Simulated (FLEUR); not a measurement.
Bi2Se3 (Paraguanajuatite):

```
Bi Se
1.0
     2.07150    1.19598    9.54533
    -2.07150    1.19598    9.54533
     0.00000   -2.39196    9.54533
Bi Se
2 3
Direct
  0.59920 0.59920 0.59920
  0.40080 0.40080 0.40080
  0.78830 0.78830 0.78830
  0.21170 0.21170 0.21170
  0.00000 0.00000 0.00000
```

Base run:

```yaml
Program: FLEUR MaX-R8.1 (later development tree)
Functional: PW91
Potentials_or_basis: all-electron
Basis: FLAPW
Kmax: 4.28 1/bohr
k_mesh: 8 × 8 × 8
Occupations: fermi-dirac, width 0.05 eV
Spin: no spin polarisation
```

Its results: band gap on the k mesh 0.21 eV, direct.

The run is repeated on the same cell with these changes: functional from PW91 to Xalpha. What comes out?

Band gap on the k mesh 0.03 eV, direct.

Caveats: spin-orbit coupling is left out, which as a rule narrows the gap of such compounds by several tenths of an eV.

Not every run made on this cell is shown here.
